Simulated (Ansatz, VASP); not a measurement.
# Two plane-wave programs on BaHfO3

```xyz
5
Lattice="4.2047 0.0000 0.0000 0.0000 4.2047 0.0000 0.0000 0.0000 4.2048" Properties=species:S:1:pos:R:3 pbc="T T T"
Ba    2.1024    2.1024    4.1961
Hf    0.0000    0.0000    2.0939
O     0.0000    2.1024    2.0942
O     2.1024    0.0000    2.0942
O     0.0000    0.0000    4.1965
```

The cell comes from a database or a generator and needn't be the stable form of this composition.

Alike in both runs: task relaxation of cell and atoms; functional PBE; dispersion D3(BJ); k mesh 6 × 6 × 6; occupations gaussian, width 0.02 eV; no spin polarisation.

|  | VASP | Ansatz |
| --- | --- | --- |
| version | VASP 6.6.1 | Ansatz 0.2.0 |
| potentials or method | VASP PAW PBE potentials, release 64 (Ba_sv, Hf_pv, O) | scalar-relativistic, plane waves, PAW |
| plane-wave cutoff (eV) | 600 | 420 |
| valence electrons in the cell | 38 | 54 |

VASP gave:

| Item | Value |
| --- | --- |
| gap on the k mesh at the Fermi level, each at its own relaxed structure (eV) | 3.58 |
| relaxed volume (Å³/atom) | 14.58 |
| relaxed cell length with the largest relative difference (Å) | 4.177 |
| energy change over the relaxation (meV/atom) | -3 |

**Question.** What did Ansatz give for the same quantities?

**Answer.** gap on the k mesh at the Fermi level, each at its own relaxed structure (eV): 3.66; relaxed volume (Å³/atom): 14.64; relaxed cell length with the largest relative difference (Å): 4.183; energy change over the relaxation (meV/atom): -2.

The two sets of potentials don't hold the same shells in valence.

Caveats: spin-orbit coupling is left out, which moves the levels of the heavy elements. PBE gaps usually lie below the measured ones, often by a third to a half. A k mesh can miss the band edges.
